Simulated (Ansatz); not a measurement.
# ZrS2: the cost of one run

Computed with Ansatz 0.2.0 (DFT LDA, scalar-relativistic, plane waves, PAW, unless a step's input says otherwise).

16 further runs of the same task are left out: 16 set aside as unsound or not needed.

**1. The structure to begin with**

It takes space group P-3m1 (No. 164, trigonal). The conventional cell has a = 3.630 Å, b = 3.630 Å, c = 5.850 Å, α = 90.00°, β = 90.00°, γ = 120.00°. Around Zr (site symmetry -3m) lie 6 S at 2.55 Å. Around S (site symmetry 3m) lie 3 Zr at 2.55 Å.

Structure file:

```xyz
3
Lattice="3.6300 0.0000 0.0000 -1.8150 3.1437 0.0000 0.0000 0.0000 5.8500" Properties=species:S:1:pos:R:3 pbc="T T T"
Zr    0.0000    0.0000    0.0000
S     0.0000    2.0958    1.4578
S     1.8150    1.0479    4.3922
```

The structure comes from the Crystallography Open Database.

**6. The grid**

The energy is mapped over the lattice constants a and c of the conventional cell.

The axes are (1) lattice constant a (and b): 7 values from 3.344 to 3.848 Å; (2) lattice constant c: 7 values from 4.971 to 6.327 Å.

Nothing else is relaxed (fractional coordinates fixed). Energies count from the relaxed crystal. Points are written as (first, second).

(The set-up runs are not shown.)

**7. The run at (3.680 Å, 5.423 Å)**

Input file input.yaml:

```yaml
crystal:
  lattice:
    - [3.6797, 0.0, 0.0]
    - [-1.83985, 3.1867136783, 0.0]
    - [0.0, 0.0, 5.4231]
  atoms:
    - { symbol: Zr, position: [0.0, 0.0, 0.0] }
    - { symbol: S, position: [0.3333333333, 0.6666666667, 0.2570116239] }
    - { symbol: S, position: [0.6666666667, 0.3333333333, 0.7429883761] }
basis:
  ecutwfc: 420
kpoints:
  mp_grid: { grid: [12, 12, 6] }
hamiltonian:
  xc: lda
  pseudopotentials: { kind: paw, azcp: { folder: soft_1 } }
scf:
  occupations: { method: gaussian, width: 0.05 }
output:
  forces: true
  stress: true
  eigenvalues: true
```

The run is started by

```console
ansatz run input.yaml --threads 1 --pin off --max-ram 2048MiB --backend cpu --events-out ev --progress --plain --runs-dir out
```

Q: Estimate wall time and peak memory on 1 thread of Arm Neoverse N1, shared host.

About 11 s, with a peak of 0.35 GiB.
